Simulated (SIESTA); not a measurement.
SiNi3:

```
Ni Si
1.0
     3.54200    0.00000    0.00000
     0.00000    3.54200    0.00000
     0.00000    0.00000    3.54200
Ni Si
3 1
Direct
  0.50000 0.50000 0.00000
  0.50000 0.00000 0.50000
  0.00000 0.50000 0.50000
  0.00000 0.00000 0.00000
```

Base run:

```yaml
Program: SIESTA 5.4.2
Functional: vdW-DF-C09
Potentials_or_basis: PseudoDojo 0.4 standard (PBE files)
Basis: DZP (energy shift 0.003 Ry; two zetas on semicore shells)
Grid_cutoff: 800 Ry
Energy_shift: 0.003 Ry
k_mesh: 6 × 6 × 6
Occupations: fermi-dirac, width 0.05 eV
Spin: collinear spin, ferromagnetic start
Starting_moments: "[1.0, 1.0, 1.0, 0.0] μB"
```

Its results: band gap on the k mesh none (metal or under the smearing width); pressure -11.7 GPa; net moment 0.00 μB per cell.

**Question.** After a change of settings the same cell gave: band gap on the k mesh none (metal or under the smearing width); pressure -5.6 GPa; net moment 0.00 μB per cell. Which change was it?
A. functional from vdW-DF-C09 to vdW-DF-cx
B. functional from vdW-DF-C09 to PBE
C. functional from vdW-DF-C09 to optB88-vdW
D. functional from vdW-DF-C09 to vdW-DF2

**Answer.** B.

Caveats: short orbitals over semicore shells can move pressures by several GPa; the basis of atomic orbitals isn't converged, which shifts pressures, moduli and gaps; the potentials were made for another functional, which shifts forces and pressure (some runs).
